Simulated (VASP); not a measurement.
Set up this calculation in VASP 6.6.1, as the native input.

* Task: relaxation of the atoms
* Functional: PBE
* Potentials or basis: VASP PAW PBE potentials, release 64 (Pb)
* Cutoff: 300 eV
* k mesh: 7 × 7 × 7
* Occupations: methfessel-paxton, width 0.1 eV
* Spin: no spin polarisation
* Further INCAR settings: ALGO = Fast; EDIFF = 1e-07; IBRION = 2; EDIFFG = -0.01; NSW = 40

The structure of Pb lies in POSCAR:

```
Pb                                      
1.0
    0.0000000000      2.5568888333      2.5568888333
    2.5568888333      0.0000000000      2.5568888333
    2.5568888333      2.5568888333      0.0000000000
  Pb            
     1
Direct
     0.0000000000000000    0.0000000000000000    0.0000000000000000
```

The cell isn't the ideal one: a relaxed cell with its volume scaled by 1.04.

One way to write it, as run:

INCAR

```
PREC = Accurate
ENCUT = 300
EDIFF = 1E-7
ISMEAR = 1
SIGMA = 0.1
LREAL = F
LASPH = T
NELM = 80
ALGO = Fast
ISIF = 2
LWAVE = F
LCHARG = F
GGA = PE
IBRION = 2
NSW = 40
EDIFFG = -0.01
```

KPOINTS

```
Automatic mesh
0
Gamma
  7 7 7
```

Potentials or basis: VASP PAW PBE potentials, release 64 (Pb).

Command:

```console
$ cat potpaw_PBE.64/Pb/POTCAR > POTCAR
$ mpirun -np 1 vasp_std > vasp.out
```

Results of the run:

```yaml
Pressure_after_relaxing: -1.5 GPa
Band_gap_on_the_k_mesh: none (metal or under the smearing width)
```

Caveat: the relaxation stopped at its first step, so nothing moved.

Wall time 1.6 s on 1 thread of Intel(R) Xeon(R) 6975P-C (Granite Rapids), on a shared host, peak memory 0.12 GiB.
